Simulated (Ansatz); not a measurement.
# Ti: the cost of one run

Computed with Ansatz 0.2.0 (DFT PBEsol, scalar-relativistic, plane waves, PAW, unless a step's input says otherwise).

2 further runs of the same task are left out: 2 set aside as unsound or not needed.

## (1) The system as given

It takes space group P6/mmm (No. 191, hexagonal). The conventional cell has a = 4.515 Å, b = 4.515 Å, c = 2.799 Å, α = 90.00°, β = 90.00°, γ = 120.00°. Around Ti (site symmetry 6/mmm) lie 14 Ti at 2.80 to 2.96 Å. Ti (site symmetry -6m2) is surrounded by 11 Ti at 2.61 to 2.96 Å.

As a file:

```cif
data_structure
_symmetry_space_group_name_H-M 'P6/mmm'
_symmetry_Int_Tables_number 191
_cell_length_a 4.5153
_cell_length_b 4.5153
_cell_length_c 2.7988
_cell_angle_alpha 90.000
_cell_angle_beta 90.000
_cell_angle_gamma 120.000
_cell_volume 49.42
loop_
_atom_site_label
_atom_site_type_symbol
_atom_site_symmetry_multiplicity
_atom_site_Wyckoff_symbol
_atom_site_fract_x
_atom_site_fract_y
_atom_site_fract_z
_atom_site_occupancy
Ti1 Ti 1 a 0.00000 0.00000 0.00000 1
Ti2 Ti 2 d 0.33333 0.66667 0.50000 1
```

It goes back to an entry of the Materials Project, which need not be the stable form.

This cell was relaxed beforehand with the same method: volume 16.47 Å³/atom, gap on the mesh none (metal).

The unstrained cell comes from an earlier run at this level (3 atoms, E(σ→0) -7421.7328 eV, gap none (metal)).

## (2) The cell strained by -1.0 %

input.yaml

```yaml
crystal:
  lattice:
    - [4.4701371517, 0.0, 0.0]
    - [-2.2350685759, 3.8712523318, 0.0]
    - [0.0, 0.0, 2.7708057121]
  atoms:
    - { symbol: Ti, position: [0.0, 0.0, 0.0] }
    - { symbol: Ti, position: [0.3333333333, 0.6666666667, 0.5] }
    - { symbol: Ti, position: [0.6666666667, 0.3333333333, 0.5] }
basis:
  ecutwfc: 420
kpoints:
  mp_grid: { grid: [12, 12, 18] }
hamiltonian:
  xc: pbesol
scf:
  occupations: { method: gaussian, width: 0.1 }
output:
  forces: true
  stress: true
  eigenvalues: true
```

Started as:

```
$ ansatz run input.yaml --threads 1 --pin off --max-ram 2560MiB --backend cpu --events-out ev --progress --plain --runs-dir out
```

Q: Estimate wall time and peak memory on 1 thread of Intel Xeon Platinum 8259CL at 2.50GHz (Skylake/Cascade Lake), shared host.

About 16 s, with a peak of 0.48 GiB.
